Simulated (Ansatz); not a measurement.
The cell comes from COD entry 2101853, which wasn't checked; take it as a given geometry.

SnO2: DFT, PBE, PAW with Ansatz's default frozen-core files, scalar-relativistic (Ansatz 0.2.0).

Command: `ansatz run input.yaml --threads 2 --pin off --max-ram 6144MiB --backend cpu --events-out ev --progress --plain --runs-dir out` The run took 23 s on 2 threads of Arm Neoverse V2, with other jobs on the host, peak memory 0.41 GiB.

```yaml
crystal:
  lattice:
    - [4.73735, 0.0, 0.0]
    - [0.0, 4.73735, 0.0]
    - [0.0, 0.0, 3.1864]
  atoms:
    - { symbol: Sn, position: [0.0, 0.0, 0.0] }
    - { symbol: Sn, position: [0.5, 0.5, 0.5] }
    - { symbol: O, position: [0.30562, 0.30562, 0.0] }
    - { symbol: O, position: [0.19438, 0.80562, 0.5] }
    - { symbol: O, position: [0.69438, 0.69438, 0.0] }
    - { symbol: O, position: [0.80562, 0.19438, 0.5] }
kpoints:
  mp_grid: { grid: [4, 4, 6] }
  band_path:
    path:
      - [0.0, 0.0, 0.0]
      - [0.0, 0.5, 0.0]
      - [0.5, 0.5, 0.0]
      - [0.0, 0.0, 0.0]
      - [0.0, 0.0, 0.5]
      - [0.0, 0.5, 0.5]
      - [0.5, 0.5, 0.5]
      - [0.0, 0.0, 0.5]
      - [0.0, 0.5, 0.0]
    npoints: 14
scf:
  occupations: { method: fermi_dirac, width: 0.03 }
hamiltonian:
  xc: pbe
  pseudopotentials: { kind: paw }
output:
  forces: true
  stress: true
  eigenvalues: true
  efg: { contact_densities: true }
  populations: true
  bader: true
  dos: { projected: true, de: 0.2, e_range: [-14, 8] }
  write_density: true
  write_potential: true
  elf: true
  volumetric_format: npy
```

Output:

```
Sn: output.efg is read without spin–orbit coupling, which moves field gradients at and beside such atoms by some per cent and up to a factor of two; PAW files take it under magnetization.noncollinear and magnetization.spin_orbit
Engine: ansatz 0.2.0
Pseudopotentials: kind: paw
Pseudopotential: Sn, paw, valence charge 14, recommended cutoff 420 eV (normal)
Pseudopotential: O, paw, valence charge 6, recommended cutoff 420 eV (normal)
Functional definition: PBE
  parameter kappa = 0.804
  parameter beta = 0.06672455060314922
  exchange = pbe_x(kappa = kappa, mu = beta*pi^2/3)
  correlation = pbe_c(beta = beta)
Crystal: 6 atoms, lattice volume = 71.511 Å³
Basis set: ecut = 420 eV, 1411 PW (Γ), exchange–correlation on 64×64×48 points (8 copies of the dense FFT grid, shifted against one another)
Bands: 32, of which v1, the nominal top of the filled ones, is band 26 counted from 1 (25 counted from 0)
Symmetry: 16 space group operations
Space group: P42/mnm (ITA 136), of the structure as read, at distance tolerance 4.2e-5 Å
k-points: 24 of 96
Non-local potential: Sn, projectors of the file, l = 0: 2, l = 1: 2, l = 2: 2, l = 3: 2
Non-local potential: O, projectors of the file, l = 0: 2, l = 1: 2, l = 2: 1
PAW form: soft (Blöchl's): semilocal exchange-correlation on the pseudo side does not see the compensation charge
PAW one-centre angular grid: Sn, 590 points (default); XC on 64 Gauss nodes
PAW one-centre angular grid: O, 110 points (default); XC on 64 Gauss nodes
Initial density: superposition of atomic densities (neutral atoms: chi_scale 0, normalization atom), corrected by the library's trained network
Initial wavefunctions: pseudopotential atomic-orbital guess
Functional: x = pbe(κ = 0.804, μ = 0.2195149727645171), c = pbe(β = 0.06672455060314922)
SCF iter   1: F=—  HF=-14317.841268 eV  |F-HF|=—  |Δ(HF+E_count)|=         —  Δρ=1.08e-3  dr2=2.69e-4  ethr=1.77e-3  ⟨swp⟩=6.1  Hψ=3376  notcnv=0
preconditioner: auto → Resta (q_TF=auto, 2.587 Å⁻¹)  ε∞=3.6  [insulator: Δε(μ)=1.253 eV  Ē_g=19.765 eV  σ=0.030 eV  W_gap=1.00  n_scr=18 (ndim 8)  ℏωp=31.7 eV  f_vac=0.026  D(μ)=0.00/eV (n_scr^D=0)  ε∞_Penn≈3.6]
SCF iter   2: F=—  HF=-14317.842663 eV  |F-HF|=—  |Δ(HF+E_count)|=   1.40e-3  Δρ=5.85e-4  dr2=7.82e-5  ethr=5.17e-7  ⟨swp⟩=3.0  Hψ=1687  notcnv=0  defer=13
SCF iter   3: F=—  HF=-14317.842947 eV  |F-HF|=—  |Δ(HF+E_count)|=   2.83e-4  Δρ=2.00e-4  dr2=1.96e-5  ethr=1.50e-7  ⟨swp⟩=3.0  Hψ=1351  notcnv=0  defer=13
SCF iter   4: F=—  HF=-14317.842964 eV  |F-HF|=—  |Δ(HF+E_count)|=   1.70e-5  Δρ=4.29e-5  dr2=6.76e-7  ethr=3.77e-8  ⟨swp⟩=2.0  Hψ=1018  notcnv=0  defer=13
iter 5 did not close the SCF: its close was put off for the readings that it lacked (scf_convergence_deferred on its scf_iter line)
SCF iter   5: F=-14317.842965 eV  HF=-14317.842965 eV  |F-HF|=2.00e-7  |Δ(HF+E_count)|=   1.20e-6  Δρ=1.40e-5  dr2=7.23e-8  ethr=1.30e-9  ⟨swp⟩=2.0  Hψ=1263  notcnv=0  defer=13
SCF iter   6: F=-14317.842965 eV  HF=-14317.842965 eV  |F-HF|=8.52e-9  |Δ(HF+E_count)|=   2.10e-7  Δρ=3.43e-6  dr2=4.58e-9  ethr=1.39e-10  ⟨swp⟩=10.2  Hψ=5387  notcnv=0
SCF 1 converged in 6 iterations: F = -14317.842965 eV  dr2 = 4.58e-9
  greatest PAW one-centre occupation: 0.996 electrons in one spin orbital (limit 2), on the Sn atom at site 0 (counted from 0), in its partial waves of l = 2
NSCF: frozen V_eff on 113 k-points
SCF converged after 6 iterations
Free energy (F): -14317.842965 eV
Harris-Foulkes:  -14317.842965 eV  (|F-HF|=8.52e-9)
Internal energy: -14317.842965 eV  (E = F + TS)
E sigma→0 (E₀):  -14317.842965 eV
Fermi energy:    10.163637 eV
--- Per-component energies (eV) ---
  E_band       = -114.349580
  E_kinetic    = 1085.161751
  E_local      = -2855.583082  (includes V_loc(G=0)·N_el)
  E_nonlocal   = 134.884706
  E_hartree    = 1488.580620
  E_xc         = -1054.916133
  E_vxc        = -564.015533  (∫ρ·V_xc dr)
  E_paw        = -8930.440801  (= ΣΔE_a)
  E_vpaw       = -891.968967  (= ΣTr[D̂ρ^β])
  E_aug_tail   = 0.010016  (compensation charges beyond the density's cutoff)
  E_ewald      = -4185.540041
  E_smearing   = -0.000000  (= −TS)
  E_closure    = -0.000000  (closes the sum)
  Σ components = -14317.842965   (vs F -14317.842965, Δ=0.00e0)
--- Forces (eV/Å), atoms counted from 1 ---
  atom   1  Sn     0.00000000    -0.00000000     0.00000000
  atom   2  Sn     0.00000000     0.00000000     0.00000000
  atom   3  O     -0.02499632    -0.02499632     0.00000000
  atom   4  O      0.02499632    -0.02499632     0.00000000
  atom   5  O      0.02499632     0.02499632     0.00000000
  atom   6  O     -0.02499632     0.02499632     0.00000000
  max |Σ_I F_I| component: 6.94e-18 eV/Å
--- Stress (GPa, compression-positive) ---
       10.032219       0.000000       0.000000
        0.000000      10.032219       0.000000
        0.000000       0.000000      12.332173
  P = ⅓ Tr σ = 10.7989 GPa (107.989 kbar)
--- PAW observables at the nuclei: V_zz in 10²¹ V/m², potentials from the cell's mean, atoms counted from 1 ---
  atom   1  Sn V_zz =    +5.674105   η = 0.6011   by run symmetry: allowed
            electrostatic potential = -8174.634341 V   contact ρ = 1236234.422845 e/Å³
  atom   2  Sn V_zz =    +5.674105   η = 0.6011   by run symmetry: allowed
            electrostatic potential = -8174.634341 V   contact ρ = 1236234.422845 e/Å³
  atom   3  O  V_zz =   -10.577367   η = 0.1374   by run symmetry: allowed
            electrostatic potential = -627.294363 V   contact ρ = 2156.906244 e/Å³
  atom   4  O  V_zz =   -10.577367   η = 0.1374   by run symmetry: allowed
            electrostatic potential = -627.294363 V   contact ρ = 2156.906244 e/Å³
  atom   5  O  V_zz =   -10.577367   η = 0.1374   by run symmetry: allowed
            electrostatic potential = -627.294363 V   contact ρ = 2156.906244 e/Å³
  atom   6  O  V_zz =   -10.577367   η = 0.1374   by run symmetry: allowed
            electrostatic potential = -627.294363 V   contact ρ = 2156.906244 e/Å³
--- Band table (eV; the first three rows and the last of 24) ---
  k-point 0: bands = ["-11.5902", "-10.7967", "-10.5326", "-10.5067", "-10.5067", "-10.4367", "-10.3803", "-10.2911", "-10.2629", "-10.2629", "-9.4075", "-7.5751", "-7.5751", "-5.7238", "1.3781", "5.4536", "5.4536", "5.5973", "6.4168", "7.5403", "7.6420", "8.3044", "8.3044", "8.7565", "8.7565", "9.5373", "10.7899", "15.7553", "15.8858", "15.8858", "19.9884", "20.0927"]
  k-point 1: bands = ["-11.4622", "-10.7567", "-10.7567", "-10.6499", "-10.4828", "-10.4590", "-10.3693", "-10.2964", "-10.2964", "-10.2922", "-9.2526", "-7.1625", "-7.1625", "-5.9382", "1.3716", "5.3999", "5.7020", "5.7020", "6.0191", "6.5990", "7.3894", "7.3973", "7.3973", "8.7733", "8.7733", "9.3063", "12.2768", "16.2426", "16.9717", "16.9717", "18.7617", "21.2876"]
  k-point 2: bands = ["-11.1583", "-11.1506", "-11.1506", "-10.6245", "-10.3644", "-10.3499", "-10.3499", "-10.3430", "-10.3410", "-10.2986", "-8.6729", "-6.6166", "-6.4262", "-6.4262", "1.5464", "3.9245", "5.3169", "5.8349", "5.8349", "6.5185", "6.5185", "6.6126", "7.1170", "8.5414", "8.5414", "8.6850", "14.3204", "16.5071", "18.4084", "18.9715", "18.9715", "20.6699"]
  k-point 23: bands = ["-11.3281", "-11.3281", "-10.8595", "-10.8595", "-10.3780", "-10.3780", "-10.3093", "-10.3093", "-10.2674", "-10.2674", "-7.4775", "-7.4775", "-6.1552", "-6.1552", "1.5540", "1.5540", "4.5222", "4.5222", "6.9694", "6.9694", "7.1537", "7.1537", "8.5836", "8.5836", "8.7003", "8.7003", "14.3898", "14.3898", "18.4809", "18.4809", "20.5967", "20.5967"]
--- Löwdin populations: 6 sites ---
  site symbol       q [e]
     0     Sn     12.2488
     1     Sn     12.2488
     2      O      6.8095
     3      O      6.8095
     4      O      6.8095
     5      O      6.8095
  spilling = 0.005084 (of n_electrons = 52.000000)
--- Bader charges: 6 sites ---
  site symbol  charge [e]  shift [e]
     0     Sn      2.5098     0.0164
     1     Sn      2.5098     0.0164
     2      O     -1.2549     0.0082
     3      O     -1.2549     0.0082
     4      O     -1.2549     0.0082
     5      O     -1.2549     0.0082
  estimated error of the sums over rays = 3.0e-4 e
```

populations.tsv:

```
# site	symbol	l	j	q
# orbitals = lowdin
# n_electrons = 52.000000
# spilling = 0.005084
0	Sn	0_5S	-	0.859251
0	Sn	1_5P	-	1.396680
0	Sn	2_4D	-	9.992907
1	Sn	0_5S	-	0.859251
1	Sn	1_5P	-	1.396680
1	Sn	2_4D	-	9.992907
2	O	0_2S	-	1.717132
2	O	1_2P	-	5.092353
3	O	0_2S	-	1.717132
3	O	1_2P	-	5.092353
4	O	0_2S	-	1.717132
4	O	1_2P	-	5.092353
5	O	0_2S	-	1.717132
5	O	1_2P	-	5.092353
```

bader_charges.tsv:

```
# site	symbol	x_ang	y_ang	z_ang	partial_charge_e	electrons	volume_ang3	relative_density_drop	shared_charge_e	partial_wave_shift_e
# quadrature_error_electrons = 3.0e-4
0	Sn	0.0000	0.0000	0.0000	2.50977	47.49023	10.09	-	2.50977	0.01636
1	Sn	2.3687	2.3687	1.5932	2.50977	47.49023	10.09	-	2.50977	0.01636
2	O	1.4478	1.4478	0.0000	-1.25489	9.25489	12.83	-	-1.25489	0.00818
3	O	0.9208	3.8165	1.5932	-1.25488	9.25488	12.83	-	-1.25488	0.00818
4	O	3.2895	3.2895	0.0000	-1.25488	9.25488	12.83	-	-1.25488	0.00818
5	O	3.8165	0.9208	1.5932	-1.25489	9.25489	12.83	-	-1.25489	0.00818
```
